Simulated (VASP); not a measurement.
A run of VASP 6.6.1 is set up as follows.

The input POSCAR:

```
Li2O
1.0
    0.0000000000      2.2863730728      2.2863730728
    2.2863730728      0.0000000000      2.2863730728
    2.2863730728      2.2863730728      0.0000000000
Li O
2 1
Direct
    0.2500000000      0.2500000000      0.2500000000
    0.7500000000      0.7500000000      0.7500000000
    0.0000000000      0.0000000000      0.0000000000
```

INCAR.step1

```
  ALGO = Normal
  EDIFF = 1E-4
  ENCUT = 520
  GGA = PE
  ISMEAR = 0
  LASPH = True
  LCHARG = False
  LREAL = False
  LWAVE = True
  NBANDS = 13
  NELM = 100
  PREC = Accurate
  SIGMA = 0.02
```

Contents of INCAR.step2:

```
  ALGO = Normal
  EDIFF = 1E-6
  ENCUT = 520
  ISIF = 2
  ISMEAR = 0
  ISTART = 1
  LASPH = True
  LCHARG = True
  LELF = True
  LMIXTAU = True
  LREAL = False
  LVHAR = True
  LWAVE = False
  METAGGA = R2SCAN
  NBANDS = 13
  NELM = 100
  PREC = Accurate
  SIGMA = 0.02
```

File KPOINTS:

```
k-points
0
Gamma
  8 8 8
```

Potentials or basis: VASP PAW PBE potentials, release 64 (Li_sv, O).

Command:

```bash
$ cat potpaw_PBE.64/Li_sv/POTCAR potpaw_PBE.64/O/POTCAR > POTCAR
$ cp INCAR.step1 INCAR
$ mpirun -np 1 vasp_std > vasp.out
$ cp INCAR.step2 INCAR
$ mpirun -np 1 vasp_std > vasp.out
```

Question: What does it give for the band gap on the k mesh?

Answer: 5.73 eV, indirect (least direct gap 6.35 eV).

 A k mesh can miss the band edges.
